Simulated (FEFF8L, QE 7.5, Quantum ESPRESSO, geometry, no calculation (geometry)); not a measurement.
# Cell edge and Zn-S distance of sphalerite ZnS: PBE, PBEsol and PBE+D3(BJ) against diffraction and EXAFS

## The question

Zn K-edge EXAFS on a commercial ZnS reference powder gives a first-shell Zn-S distance of 2.34 Å ("The Critical Role of Thioacetamide Concentration in the Formation of ZnO/ZnS Heterostructures by Sol-Gel Process", 2018, PubMed Central 5853688). No uncertainty is given with the value; we allow 0.02 Å, the usual accuracy of a shell fit, and keep in mind that the distance may have been held fixed in the fit. The polytype of the powder is not given either, but the nearest-neighbour distance is nearly the same in sphalerite and wurtzite. The cubic cell edge, 5.411 Å, comes from X-ray diffraction with an internal LaB6 standard on untreated polycrystalline ZnS with an average grain size of 40 µm ("On the Surface Hardening of Zinc Sulfide Windows by Gallium Sulfide", 2024, PubMed Central 11595366).

| compared with | measured | source's wording or label | method |
| --- | --- | --- | --- |
| Zn-S, nearest pair (Å) | 2.34 | Zn-S first-shell distance | Zn K-edge EXAFS |
| cell edge a (Å) | 5.411 | 5.411(0) A | X-ray diffraction with LaB6 internal standard |

Conditions are those given with the value in the passage it was taken from; "not stated" means there, and the paper may say more elsewhere. The values are a selection: others may have been left out beforehand as unlike or outlying.

## How to go about it

We look for the cheapest level of theory that gives both the Zn-S distance and the cell edge within 0.5 %. That is tight enough to expose the usual lattice error of a semilocal functional, often about 1 %, and still wider than the effect of atomic motion, which our static calculations leave out. For ZnS we expect thermal and zero-point expansion to lengthen the measured cell by roughly 0.2 %.

The model is the two-atom primitive cell of sphalerite, non-magnetic, with a filled Zn 3d shell. Symmetry fixes both atoms, so the bond is $d = \sqrt{3}\,a/4$ and the two targets test one computed number against two experiments. The diffraction value has to carry the verdict, because 0.5 % of the bond is about 0.012 Å, less than the doubt we allow for EXAFS.

We begin with the geometry of a published crystal structure and its simulated EXAFS, then relax the cell with PBE at light settings, test cutoff and mesh, and change the functional only if the converged result calls for it.

System: ZnS (Sphalerite); F-43m (No. 216), 2 atoms in the cell used, edges 3.8250, 3.8250, 3.8250 A, angles 60.00, 60.00, 60.00 deg; cell from a published crystal structure; structure from the Crystallography Open Database.

## 1. The published structure and its EXAFS

Reading the distances from the diffraction structure costs nothing and shows whether the two measured values agree with each other. An EXAFS simulation on the same structure shows how the bond appears in the Fourier transform. Without phase correction we expect the first peak a few tenths of an ångström below the true distance, so its position must not be read as a bond length.

**Run 1.** no calculation (geometry): distances read from the starting cell, no calculation.

Key lines of the input:
```
F-43m (No. 216), 2 atoms in the cell used, edges 3.8250, 3.8250, 3.8250 A, angles 60.00, 60.00, 60.00 deg; no input: distances from the coordinates
```

**Run 2.** FEFF8L: EXAFS of the Zn K edge on the structure from [distances read from the starting cell, no calculation]: paths to 4.8 A, correlated Debye model at 300 K with an assumed Debye temperature of 310 K, Fourier transform.

Key lines of the input:
```
TITLE Zn K edge in ZnS
EDGE K
S02 0.9
CONTROL 1 1 1 1 1 1
PRINT 1 0 0 0 0 3
EXAFS 16
RPATH 4.8
NLEG 4
EXCHANGE 0 0 0
DEBYE 300 310

POTENTIALS
  0  30 Zn
  1  16 S
  2  30 Zn

ATOMS
   0.0000    0.0000    0.0000 0 Zn  0.0000
  -1.3523   -1.3523    1.3523 1 S   2.3423
  -1.3523    1.3523   -1.3523 1 S   2.3423
   1.3523   -1.3523   -1.3523 1 S   2.3423
   1.3523    1.3523    1.3523 1 S   2.3423
... 24 more atoms
END
```

Command:
```
feff8l_rdinp && feff8l_pot && feff8l_xsph && feff8l_pathfinder && feff8l_genfmt && feff8l_ff2x
```

Selected lines of the output:
```
    path  cw ratio     deg    nleg  reff
      1   100.000     4.000     2   2.3423
      2    89.870    12.000     2   3.8249
```

Converged; 0.4 s on 1 core of Arm Neoverse V2, shared host (without the earlier runs it builds on).

| quantity | run 1 | run 2 | measured |
| --- | --- | --- | --- |
| Zn-S, nearest pair (Å) | 2.342 | – | 2.34 |
| cell edge a (Å) | 5.409 | – | 5.411 |
| volume per atom (Å³) | 19.78 | – |  |
| FT peak (Å) | – | 1.857 |  |

The published cell edge lies 0.002 Å below the diffraction value we compare with, and its Zn-S distance of 2.342 Å agrees with the EXAFS distance far inside the allowed 0.02 Å. The two measured quantities therefore describe the same geometry, although this cannot tell us whether the EXAFS distance was fitted or held fixed.

In the simulated spectrum the strongest peak stands at 1.857 Å, while the path that produces it, single scattering from the four S neighbours, has a length of 2.3423 Å. The difference of nearly half an ångström comes from the scattering phase shifts. The simulation takes the bond length as input, so it is no independent support for it.

## 2. PBE on a coarse mesh

We start the relaxations with PBE at 45 Ry and a 4×4×4 mesh. A wide-gap semiconductor with filled bands should need few k-points, so this may already be close to the PBE result. We expect a cell edge about 1 % too long, the usual error of this functional, which would miss the target.

**Run 3.** QE 7.5: PBE, pw.x with GBRV ultrasoft files, cell and atoms relaxed, cutoff 45 Ry, mesh 4x4x4, Fermi-Dirac 0.05 eV, force tolerance 0.015 eV/A.

Key lines of the input:
```
&control
   calculation='vc-relax'
   forc_conv_thr=5.8e-04, etot_conv_thr=1e-04, nstep=60, tstress=.true., tprnfor=.true.
/
&system
   ibrav=0, nat=2, ntyp=2
   ecutwfc=45, ecutrho=360
   occupations='smearing', smearing='fd', degauss=0.0037
/
&electrons
   conv_thr=2.0e-09, mixing_beta=0.5, electron_maxstep=100
/
&ions
/
&cell
   press_conv_thr=0.2
/
ATOMIC_SPECIES
Zn 1.0 Zn.gbrv-pbe.upf
S 1.0 S.gbrv-pbe.upf
CELL_PARAMETERS angstrom
  0.00000000 2.70465000 2.70465000
  2.70465000 0.00000000 2.70465000
  2.70465000 2.70465000 0.00000000
ATOMIC_POSITIONS crystal
Zn   0.00000000 0.00000000 0.00000000
S    0.25000000 0.25000000 0.25000000
K_POINTS automatic
4 4 4 0 0 0
```

Command:
```
OMP_NUM_THREADS=1 mpirun --oversubscribe --bind-to none -np 4 pw.x -nk 4 -in relax.in > relax.out
```

Selected lines of the output:
```
     bfgs converged in   4 scf cycles and   3 bfgs steps
          total   stress  (Ry/bohr**3)                   (kbar)     P=       -0.35
     new unit-cell volume =    272.56829 a.u.^3 (    40.39045 Ang^3 )
CELL_PARAMETERS (angstrom)
   0.000000000   2.723221163   2.723221163
```

Converged; 9 s on 4 cores of Arm Neoverse V2, shared host.

| quantity | run 3 | measured | deviation |
| --- | --- | --- | --- |
| Zn-S, nearest pair (Å) | 2.358 | 2.34 | +0.018 (+0.8 %) |
| cell edge a (Å) | 5.446 | 5.411 | +0.035 (+0.7 %) |
| volume per atom (Å³) | 20.20 |  |  |

PBE makes the cell edge 0.035 Å too long, or 0.7 %, somewhat less than we had expected but outside the target. The bond is too long by 0.018 Å, which also exceeds 0.5 % but lies within the doubt we allow for EXAFS, so the bond alone would not decide against this level. The edge misses its limit by less than 0.01 Å, and a coarse mesh could account for that much.

## 3. Mesh and cutoff for PBE

Before blaming the functional we repeat the relaxation on a 7×7×7 and a 9×9×9 mesh at 45 Ry, and on the 7×7×7 mesh at 60 Ry. The middle run is common to both comparisons, so mesh and cutoff are tested separately. Each relaxation should still take well under a few minutes. We expect changes of a few thousandths of an ångström at most, which would leave the miss in place.

**Run 4.** QE 7.5: PBE, pw.x with GBRV ultrasoft files, cell and atoms relaxed, cutoff 45 Ry, mesh 7x7x7, Fermi-Dirac 0.05 eV, force tolerance 0.015 eV/A.

Key lines of the input, as changed from run 3:
```diff
- 4 4 4 0 0 0
+ 7 7 7 0 0 0
```

Selected lines of the output:
```
     the Fermi energy is     7.7588 ev
          total   stress  (Ry/bohr**3)                   (kbar)     P=       11.84
CELL_PARAMETERS (angstrom)
   0.000000000   2.719726723   2.719726723
```

Converged; 26 s on 4 cores of Intel Xeon at 2.70GHz, shared host.

**Run 5.** QE 7.5: PBE, pw.x with GBRV ultrasoft files, cell and atoms relaxed, cutoff 45 Ry, mesh 9x9x9, Fermi-Dirac 0.05 eV, force tolerance 0.015 eV/A.

Key lines of the input, as changed from run 3:
```diff
- 4 4 4 0 0 0
+ 9 9 9 0 0 0
```

Selected lines of the output:
```
CELL_PARAMETERS (angstrom)
  -0.000000000   2.719672193   2.719672193
```

Converged; 27 s on the same hardware.

**Run 6.** QE 7.5: PBE, pw.x with GBRV ultrasoft files, cell and atoms relaxed, cutoff 60 Ry, mesh 7x7x7, Fermi-Dirac 0.05 eV, force tolerance 0.015 eV/A.

Key lines of the input, as changed from run 4:
```diff
  &system
-    ecutwfc=45, ecutrho=360
+    ecutwfc=60, ecutrho=360
```

Selected lines of the output:
```
          total   stress  (Ry/bohr**3)                   (kbar)     P=       15.22
CELL_PARAMETERS (angstrom)
  -0.000000000   2.723139786   2.723139786
```

Converged; 21 s on the same hardware.

| quantity | run 4 | run 5 | run 6 | measured |
| --- | --- | --- | --- | --- |
| Zn-S, nearest pair (Å) | 2.355 | 2.355 | 2.358 | 2.34 |
| cell edge a (Å) | 5.439 | 5.439 | 5.446 | 5.411 |
| volume per atom (Å³) | 20.12 | 20.12 | 20.19 |  |

The mesh is converged at 7×7×7: going on to 9×9×9 leaves the cell edge at 5.439 Å. The coarse 4×4×4 mesh had made it 0.007 Å too long.

The cutoff matters as much. Raising it from 45 to 60 Ry lengthens the edge by 0.007 Å, more than we had expected from a setting that looked safe, and the pressure at the common starting cell rises from 11.84 to 15.22 kbar. The coarse-mesh run at 45 Ry gave the same 5.446 Å as the 60 Ry run because its two errors cancelled.

At 45 Ry PBE misses the edge target only narrowly, by 0.028 Å where 0.027 Å is allowed. At 60 Ry, the better setting, the excess is 0.035 Å. The miss therefore belongs to PBE with these potential files and not to a loose mesh or cutoff.

## 4. PBEsol at the same cost

PBEsol is built to give better lattice constants of solids and is as cheap as PBE, so it is the natural next step. We keep 45 Ry and the 7×7×7 mesh for a direct comparison with PBE. We expect a shorter cell, with an edge slightly below the measured one. The cutoff shift found with PBE is a reminder that a margin of a few thousandths of an ångström at 45 Ry would decide nothing.

**Run 7.** QE 7.5: PBEsol, pw.x with GBRV ultrasoft files, cell and atoms relaxed, cutoff 45 Ry, mesh 7x7x7, Fermi-Dirac 0.05 eV, force tolerance 0.015 eV/A.

Key lines of the input, as changed from run 4:
```diff
- Zn 1.0 Zn.gbrv-pbe.upf
- S 1.0 S.gbrv-pbe.upf
+ Zn 1.0 Zn.gbrv-pbesol.upf
+ S 1.0 S.gbrv-pbesol.upf
```

Selected lines of the output:
```
          total   stress  (Ry/bohr**3)                   (kbar)     P=      -23.19
     bfgs converged in   4 scf cycles and   3 bfgs steps
          total   stress  (Ry/bohr**3)                   (kbar)     P=        0.41
CELL_PARAMETERS (angstrom)
  -0.000000000   2.675430881   2.675430881
```

Converged; 29 s on the same hardware.

| quantity | run 7 | measured | deviation |
| --- | --- | --- | --- |
| Zn-S, nearest pair (Å) | 2.317 | 2.34 | −0.023 (−1.0 %) |
| cell edge a (Å) | 5.351 | 5.411 | −0.060 (−1.1 %) |
| volume per atom (Å³) | 19.15 |  |  |

PBEsol shortens the edge by 0.088 Å relative to PBE at the same settings, far more than we had expected, and leaves it 0.060 Å below the diffraction value. That is more than twice the allowed deviation, and a larger miss than that of PBE. The bond is 0.023 Å too short, slightly more than the doubt we allow for EXAFS. The published crystal structure, with its edge of 5.409 Å, gives a miss of the same sign and nearly the same size, so the choice of diffraction sample does not explain it.

## 5. PBE with a dispersion correction

PBE is too long and PBEsol too short, so a moderate contraction of the PBE cell is needed. The D3(BJ) correction adds the attraction between polarisable ions that PBE lacks, at almost no extra cost. We keep 45 Ry and the 7×7×7 mesh, so that the correction is the only change from the PBE run, and expect the edge to shorten by a few hundredths of an ångström, which would bring it inside the target.

**Run 8.** QE 7.5: PBE+D3(BJ), pw.x with GBRV ultrasoft files, cell and atoms relaxed, cutoff 45 Ry, mesh 7x7x7, Fermi-Dirac 0.05 eV, force tolerance 0.015 eV/A.

Key lines of the input, as changed from run 4:
```diff
  &system
+    vdw_corr='dft-d3', dftd3_version=4
```

Selected lines of the output:
```
     the Fermi energy is     7.7588 ev
          total   stress  (Ry/bohr**3)                   (kbar)     P=      -12.45
CELL_PARAMETERS (angstrom)
   0.000000000   2.689206702   2.689206702
```

Converged; 19 s on the same hardware.

| quantity | run 8 | measured | deviation |
| --- | --- | --- | --- |
| Zn-S, nearest pair (Å) | 2.329 | 2.34 | −0.011 (−0.5 %) |
| cell edge a (Å) | 5.378 | 5.411 | −0.033 (−0.6 %) |
| volume per atom (Å³) | 19.45 |  |  |

The dispersion correction shortens the PBE edge by 0.061 Å, more than we had expected, and carries it past the measured value to 5.378 Å. The edge is now 0.033 Å too short where 0.027 Å is allowed, a narrow miss. The bond, 0.011 Å too short, just meets its own limit, but that margin is far smaller than the doubt on the EXAFS distance and does not outweigh the edge.

At the common starting cell the correction turns a pressure of 11.84 kbar into one of −12.45 kbar, while the Fermi energy stays at 7.7588 eV. The contraction thus comes from the added pair attraction and not from a change in the electronic structure.

The miss of 0.006 Å beyond the limit is no larger than the cutoff shift found for plain PBE. A relaxation with the correction at a higher cutoff would be the proper check and is not shown in this report, so this miss is less firm than that of PBE at 60 Ry. We end the series here with that case open. A functional that binds more weakly than PBE is no way out, since it would be expected to lengthen a cell that PBE already makes too long.

## The runs side by side

| run | settings | Zn-S, nearest pair (Å) | deviation | cell edge a (Å) | deviation | cost |
| --- | --- | --- | --- | --- | --- | --- |
| 1 | no calculation (geometry): distances read from the starting cell, no calculation | 2.342 |  | 5.409 |  | – |
| 2 | FEFF8L: EXAFS of the Zn K edge on the structure from [distances read from the starting cell, no calculation]: paths to 4.8 A, Fourier transform | – |  | – |  | under 1 core-min |
| 3 | QE: PBE, cell and atoms relaxed, cutoff 45 Ry, mesh 4x4x4, Fermi-Dirac 0.05 eV, force tolerance 0.015 eV/A | 2.358 | +0.018 (+0.8 %) | 5.446 | +0.035 (+0.7 %) | under 1 core-min |
| 4 | QE: PBE, cell and atoms relaxed, cutoff 45 Ry, mesh 7x7x7, Fermi-Dirac 0.05 eV, force tolerance 0.015 eV/A | 2.355 | +0.015 (+0.7 %) | 5.439 | +0.028 (+0.5 %) | 1.8 core-min |
| 5 | QE: PBE, cell and atoms relaxed, cutoff 45 Ry, mesh 9x9x9, Fermi-Dirac 0.05 eV, force tolerance 0.015 eV/A | 2.355 | +0.015 (+0.7 %) | 5.439 | +0.028 (+0.5 %) | 1.8 core-min |
| 6 | QE: PBE, cell and atoms relaxed, cutoff 60 Ry, mesh 7x7x7, Fermi-Dirac 0.05 eV, force tolerance 0.015 eV/A | 2.358 | +0.018 (+0.8 %) | 5.446 | +0.035 (+0.7 %) | 83 core-s |
| 7 | QE: PBEsol, cell and atoms relaxed, cutoff 45 Ry, mesh 7x7x7, Fermi-Dirac 0.05 eV, force tolerance 0.015 eV/A | 2.317 | −0.023 (−1.0 %) | 5.351 | −0.060 (−1.1 %) | 1.9 core-min |
| 8 | QE: PBE+D3(BJ), cell and atoms relaxed, cutoff 45 Ry, mesh 7x7x7, Fermi-Dirac 0.05 eV, force tolerance 0.015 eV/A | 2.329 | −0.011 (−0.5 %) | 5.378 | −0.033 (−0.6 %) | 75 core-s |
|  | measured | 2.34 |  | 5.411 |  |  |

Further runs on the same system, made beside this series (convergence steps with loose settings among them):

| further | settings | Zn-S, nearest pair (Å) | deviation | cell edge a (Å) | deviation | cost |
| --- | --- | --- | --- | --- | --- | --- |
| F1 | QE: RPBE, pw.x with GBRV ultrasoft files made for PBE, cell and atoms relaxed, cutoff 45 Ry, mesh 7x7x7, Fermi-Dirac 0.05 eV, force tolerance 0.015 eV/A | 2.384 | +0.044 (+1.9 %) | 5.506 | +0.095 (+1.8 %) | under 1 core-min |
| F2 | QE: PBE, pw.x with GBRV ultrasoft files, atoms relaxed at the starting cell, cutoff 45 Ry, mesh 7x7x7, Fermi-Dirac 0.05 eV, force tolerance 0.015 eV/A | 2.342 | +0.002 (+0.1 %) | – |  | under 1 core-min |
|  | measured | 2.34 |  | 5.411 |  |  |

## What the runs support

None of the levels we relaxed meets the target of 0.5 % for the cell edge. The best-checked one, PBE at 60 Ry, gives an edge 0.7 % too long for 83 core-seconds. PBE+D3(BJ) at 45 Ry costs about the same and comes out 0.6 % too short, a narrow miss, and PBEsol is 1.1 % too short.

Thermal and zero-point expansion, absent from our static cells, changes the picture unevenly. An allowance of roughly 0.2 % widens the miss of PBE, reduces that of PBEsol without removing it, and would bring PBE+D3(BJ) just inside the limit. That case stays open: the cutoff test shown here is for plain PBE, where it moved the edge by 0.007 Å, more than the 0.006 Å by which the dispersion-corrected edge misses.

Even with a pass the correction would overshoot somewhat: it shortens the edge by 0.061 Å, while PBE at 60 Ry is 0.035 Å too long, or roughly 0.05 Å once expansion is allowed for. We conjecture that D3(BJ) overrates the attraction of the Zn ions, which are less polarisable than neutral atoms. A dispersion model with charge-dependent polarisabilities, such as D4, would be the natural next test.

Mesh and cutoff each moved the PBE edge by 0.007 Å, in opposite directions as the settings were tightened, and it took both tests to show that the miss of PBE is not borderline. The RPBE run, 1.8 % too long, confirms that weaker binding leads the wrong way. The EXAFS simulation and the PBE run at the fixed cell only return the bond length put in, so neither tests the theory.

The EXAFS distance cannot separate PBE from PBE+D3(BJ), as both lie within its allowed 0.02 Å. Whether it was fitted or held fixed remains unsettled. The verdict rests on the diffraction edge, which the published crystal structure supports to 0.002 Å.

[Logs are printed without paths, hosts, clocks, repeated set-up lines and the standing remarks that a program may print on its own settings, such as how far it seeks lower states.]

[The runs shown are a pick from a larger set of finished runs; failed, doubtful and other runs were left out of it ahead of writing. So were measured values far from every level or from commonly accepted values, and agreement can look better than it is. Lines of input and output are excerpts and may be shortened.]
